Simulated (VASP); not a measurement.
# Gd (Fm-3m) in VASP: single point with PBE

Aim: the single point of Gd with PBE.

Everything below comes from runs of VASP 6.6.1. Logs are shortened: lines on timing, memory, paths and dates and some standing lists are left out, and cuts for length are marked.

## Step 1: The crystal as given

Symmetry: Fm-3m, No. 225, cubic system. The conventional cell has a = 5.172 Å, b = 5.172 Å, c = 5.172 Å, α = 90.00°, β = 90.00°, γ = 90.00°. Gd (site symmetry m-3m) is surrounded by 12 Gd at 3.66 Å.

This isn't the form of Gd at room conditions, which is hcp.

## Step 2: Single point, PBE, collinear spin, ferromagnetic start

The input, INCAR:

```
ADDGRID = F
ALGO = Normal
EDIFF = 1E-6
ENCUT = 350
GGA = PE
ISIF = 2
ISMEAR = 0
ISPIN = 2
LASPH = T
LCHARG = F
LMAXMIX = 6
LORBIT = 11
LREAL = F
LWAVE = F
MAGMOM = 7
NBANDS = 19
NELM = 100
PREC = Accurate
SIGMA = 0.15
```

The input, KPOINTS:

```
k-points
0
Gamma
  7 7 7
```

The input, POSCAR:

```
Gd
1.0
    0.0000000000      2.5858190855      2.5858190855
    2.5858190855      0.0000000000      2.5858190855
    2.5858190855      2.5858190855      0.0000000000
Gd
1
Direct
    0.0000000000      0.0000000000      0.0000000000
```

Potentials or basis: VASP PAW PBE potentials, release 64 (Gd).

Launch:

```sh
$ cat potpaw_PBE.64/Gd/POTCAR > POTCAR
$ mpirun -np 1 vasp_std > vasp.out
```

OUTCAR:

```text
EDIFF = 1E-6
   ENCUT = 350
   GGA = PE
   ISIF = 2
   ISMEAR = 0
   ISPIN = 2
   LASPH = T
   LORBIT = 11
   LREAL = F
   NELM = 100
   PREC = Accurate

 Found     20 irreducible k-points:

 Following reciprocal coordinates:
            Coordinates               Weight
  0.000000  0.000000  0.000000      1.000000
  0.142857  0.000000  0.000000      8.000000
  0.285714  0.000000  0.000000      8.000000
  0.428571  0.000000  0.000000      8.000000
  0.142857  0.142857  0.000000      6.000000
  0.285714  0.142857  0.000000     24.000000
   k-points           NKPTS =     20   k-points in BZ     NKDIM =     20   number of bands    NBANDS=     19
   number of dos      NEDOS =    301   number of ions     NIONS =      1
   total plane-waves  NPLWV =  13824
   dimension x,y,z NGX =    24 NGY =   24 NGZ =   24
   dimension x,y,z NGXF=    48 NGYF=   48 NGZF=   48
   ions per type =               1
   NGX,Y,Z   is equivalent  to a cutoff of  10.91, 10.91, 10.91 a.u.
   NGXF,Y,Z  is equivalent  to a cutoff of  21.82, 21.82, 21.82 a.u.
 SYSTEM =  unknown system
   PREC   = accura    normal or accurate (medium, high low for compatibility)
   ISTART =      0    job   : 0-new  1-cont  2-samecut
   ICHARG =      2    charge: 1-file 2-atom 10-const
   ISPIN  =      2    spin polarized calculation?
   LNONCOLLINEAR =      F non collinear calculations
   LSORBIT =      F    spin-orbit coupling
   LASPH  =      T    aspherical Exc in radial PAW
   ENCUT  =  350.0 eV  25.72 Ry    5.07 a.u.   5.58  5.58  5.58*2*pi/ulx,y,z
   NELM   =    100;   NELMIN=  2; NELMDL= -5     # of ELM steps
   EDIFF  = 0.1E-05   stopping-criterion for ELM
   LREAL  =      F    real-space projection
   EDIFFG = 0.1E-04   stopping-criterion for IOM
   NSW    =      0    number of steps for IOM
   IBRION =     -1    ionic relax: 0-MD 1-quasi-New 2-CG
   NFREE  =      0    steps in history (QN), initial steepest desc. (CG)
   ISIF   =      2    stress and relaxation
   ISYM   =      2    0-nonsym 1-usesym 2-fastsym
   POTIM  = 0.5000    time-step for ionic-motion
   TEBEG  =    0.0;   TEEND  =   0.0 temperature during run
   PSTRESS=    0.0 pullay stress
   NELECT =      18.0000    total number of electrons
   NUPDOWN=      -1.0000    fix difference up-down
   EMIN   =  10.00;   EMAX   =-10.00  energy-range for DOS
   EFERMI =   0.00;   METHOD = LEGACY
   ISMEAR =     0;   SIGMA  =   0.15  broadening in eV -4-tet -1-fermi 0-gaus
   EFERMI_NEDOS =   21; number of points for ismear=-14 and -15
   IALGO  =     38    algorithm
   IMIX   =      4    mixing-type and parameters
     AMIX     =   0.40;   BMIX     =  1.00
     AMIX_MAG =   1.60;   BMIX_MAG =  1.00
  volume/ion in A,a.u.               =      34.58       233.36
  Fermi-wavevector in a.u.,A,eV,Ry     =   1.316914  2.488607 23.596086  1.734263
  Thomas-Fermi vector in A             =   2.446993
   LORBIT       =     11    0 simple, 1 ext, 2 COOP (PROOUT), +10 PAW based schemes
   GGA     = PE    functional components
   LHFCALC =     F    Hartree Fock is set to
   AEXX    =    0.0000 exact exchange contribution
   IVDW    =     0    specifies the selected vdW correction
   LEPSILON=     F    determine dielectric tensor
   LRPA    =     F    only Hartree local field effects (RPA)
 spin polarized calculation
 Gauss-broadening in eV      SIGMA  =   0.15
  energy-cutoff  :      350.00
  volume of cell :       34.58
 maximum number of plane-waves:       531
 NGX is ok and might be reduce to    24
   NGX = 11   NGY = 11   NGZ = 11

 number of electron      17.9999994 magnetization       7.3695776

 Free energy of the ion-electron system (eV)
  ---------------------------------------------------
  ext. energy  EPLUGINS =         0.00000000
  ---------------------------------------------------
  free energy    TOTEN  =       -11.61570804 eV

  energy without entropy =      -11.58411784  energy(sigma->0) =      -11.59991294

 E-fermi :   2.8275     XC(G=0):  -9.7861

 val. band max:        2.7894082074   @ k =   0.4286   0.1429   0.0000
 cond. band min:       2.8453011972   @ k =  -0.4286   0.2857   0.1429
 fundamental gap:      0.0558929898
 Fermi energy:         2.8275416633

 spin component 1

 k-point     1 :       0.0000    0.0000    0.0000
  band No.  band energies     occupation
      1     -42.4955      1.00000
      2     -19.5750      1.00000
      3     -19.5750      1.00000
      4     -19.5749      1.00000
      5      -2.1592      1.00000
      6      -2.0540      1.00000
[... 11 lines left out ...]
     18      11.6888      0.00000
     19      14.9326      0.00000

 k-point     2 :       0.1429    0.0000    0.0000
  band No.  band energies     occupation
      1     -42.4860      1.00000
      2     -19.6940      1.00000
      3     -19.5903      1.00000
      4     -19.5903      1.00000
      5      -2.0410      1.00000
      6      -2.0062      1.00000
[... 11 lines left out ...]
     18      12.5945      0.00000
     19      13.3882      0.00000

 k-point     3 :       0.2857    0.0000    0.0000
  band No.  band energies     occupation
      1     -42.4644      1.00000
      2     -19.9510      1.00000
      3     -19.6245      1.00000
      4     -19.6245      1.00000
      5      -2.0349      1.00000
      6      -1.9889      1.00000
[... 11 lines left out ...]
     18      11.3890      0.00000
     19      14.0862      0.00000

 k-point     4 :       0.4286    0.0000    0.0000
  band No.  band energies     occupation
      1     -42.4470      1.00000
      2     -20.1479      1.00000
      3     -19.6516      1.00000
      4     -19.6516      1.00000
      5      -2.0449      1.00000
      6      -2.0156      1.00000
[... 11 lines left out ...]
     18      10.4418      0.00000
     19      11.8256      0.00000

 k-point     5 :       0.1429    0.1429    0.0000
  band No.  band energies     occupation
      1     -42.4828      1.00000
      2     -19.6907      1.00000
      3     -19.6165      1.00000
      4     -19.6165      1.00000
      5      -2.0350      1.00000
      6      -2.0017      1.00000
[... 11 lines left out ...]
     18      13.1146      0.00000
     19      14.0857      0.00000

 k-point     6 :       0.2857    0.1429    0.0000
  band No.  band energies     occupation
      1     -42.4652      1.00000
      2     -19.8803      1.00000
      3     -19.6573      1.00000
      4     -19.6511      1.00000
      5      -2.0182      1.00000
      6      -1.9972      1.00000
[... 11 lines left out ...]
     18      12.7156      0.00000
     19      14.6867      0.00000

 [... further k-points ...]

 spin component 2

 k-point     1 :       0.0000    0.0000    0.0000
  band No.  band energies     occupation
      1     -39.3263      1.00000
      2     -17.2361      1.00000
      3     -17.2361      1.00000
      4     -17.2361      1.00000
      5      -1.4700      1.00000
      6       3.0636      0.01301
[... 11 lines left out ...]
     18      12.5969      0.00000
     19      15.6102      0.00000

 k-point     2 :       0.1429    0.0000    0.0000
  band No.  band energies     occupation
      1     -39.3141      1.00000
      2     -17.3853      1.00000
      3     -17.2546      1.00000
      4     -17.2546      1.00000
      5      -0.9388      1.00000
      6       3.0363      0.02450
[... 11 lines left out ...]
     18      13.4139      0.00000
     19      14.1478      0.00000

 k-point     3 :       0.2857    0.0000    0.0000
  band No.  band energies     occupation
      1     -39.2865      1.00000
      2     -17.7037      1.00000
      3     -17.2957      1.00000
      4     -17.2956      1.00000
      5       0.2910      1.00000
      6       3.0379      0.02369
[... 11 lines left out ...]
     18      12.1504      0.00000
     19      15.2989      0.00000

 k-point     4 :       0.4286    0.0000    0.0000
  band No.  band energies     occupation
      1     -39.2642      1.00000
      2     -17.9450      1.00000
      3     -17.3283      1.00000
      4     -17.3283      1.00000
      5       1.1207      1.00000
      6       3.1040      0.00458
[... 11 lines left out ...]
     18      11.5291      0.00000
     19      12.7980      0.00000

 k-point     5 :       0.1429    0.1429    0.0000
  band No.  band energies     occupation
      1     -39.3100      1.00000
      2     -17.3812      1.00000
      3     -17.2870      1.00000
      4     -17.2870      1.00000
      5      -0.7618      1.00000
      6       3.0149      0.03866
[... 11 lines left out ...]
     18      14.0293      0.00000
     19      14.7601      0.00000

 k-point     6 :       0.2857    0.1429    0.0000
  band No.  band energies     occupation
      1     -39.2876      1.00000
      2     -17.6163      1.00000
      3     -17.3366      1.00000
      4     -17.3292      1.00000
      5       0.2658      1.00000
      6       2.9578      0.10964
[... 11 lines left out ...]
     18      13.5011      0.00000
     19      15.7630      0.00000

 [... further k-points ...]
[... 5 lines left out ...]
  --------------------------------------------------------------------------------------
  -------------------------------------------------------------------------------------
  Total       -0.4729132     -0.4729132     -0.4729132     -0.0000000      0.0000000      0.0000000
  in kB      -21.9112715    -21.9112715    -21.9112715     -0.0000000      0.0000000      0.0000000
  external PRESSURE =     -21.9112715 kB  Pullay stress =       0.0000000 kB

 VOLUME and BASIS-vectors are now :
 -----------------------------------------------------------------------------
  energy-cutoff  :      350.00
  volume of cell :       34.58
      direct lattice vectors                 reciprocal lattice vectors
     0.000000000  2.585819085  2.585819085    -0.193362329  0.193362329  0.193362329
     2.585819085  0.000000000  2.585819085     0.193362329 -0.193362329  0.193362329
     2.585819085  2.585819085  0.000000000     0.193362329  0.193362329 -0.193362329

 POSITION                                       TOTAL-FORCE (eV/Angst)
 -----------------------------------------------------------------------------------
      0.00000      0.00000      0.00000         0.000000      0.000000     -0.000000
 -----------------------------------------------------------------------------------
    total drift:                                0.000000      0.000000     -0.000000

  FREE ENERGIE OF THE ION-ELECTRON SYSTEM (eV)
  ---------------------------------------------------
  free  energy   TOTEN  =       -11.6157080438 eV

  energy  without entropy=      -11.5841178447  energy(sigma->0) =      -11.59991294

 total charge

# of ion       s       p       d       f       tot
--------------------------------------------------
    1        2.071   5.544   0.548   7.014  15.176

 magnetization (x)

# of ion       s       p       d       f       tot
--------------------------------------------------
    1        0.001  -0.058   0.154   6.792   6.889
```

It took 1.8 min on 1 thread of Intel Xeon Platinum 8259CL at 2.50GHz (Skylake/Cascade Lake), shared host; peak memory 0.16 GiB.

The run converged, but some of its settings lie outside the range that counts as converged, so its numbers aren't taken as properties of the crystal.

Results:

```yaml
Free_energy: -11.6157 eV
Band_gap_on_the_k_mesh: none (metal or under the smearing width)
Net_moment: 7.37 μB per cell
Site_moments: Gd +6.89 μB
Valence_electrons_inside_the_program's_atomic_spheres: Gd 15.18
```

Caveat: the cutoff is under 1.25 times the usual one of these potentials, so pressure, stress and relaxed cells hold a basis-set (Pulay) error; spin-orbit coupling is left out, which moves the levels of the heavy elements.

## Step 3: The reference run

An earlier run on the cell as given: functional PBE; potentials or basis VASP PAW PBE potentials, release 64 (Gd); cutoff 520 eV; k mesh 9 × 9 × 9; occupations fermi-dirac, width 0.05 eV; collinear spin, ferromagnetic start; starting moments [7.0] μB.

- Pressure: -1.3 GPa
- Band gap on the k mesh: none (metal or under the smearing width)
- Net moment: 7.59 μB per cell
- Site moments: Gd +6.97 μB
- Valence electrons inside the program's atomic spheres: Gd 15.19
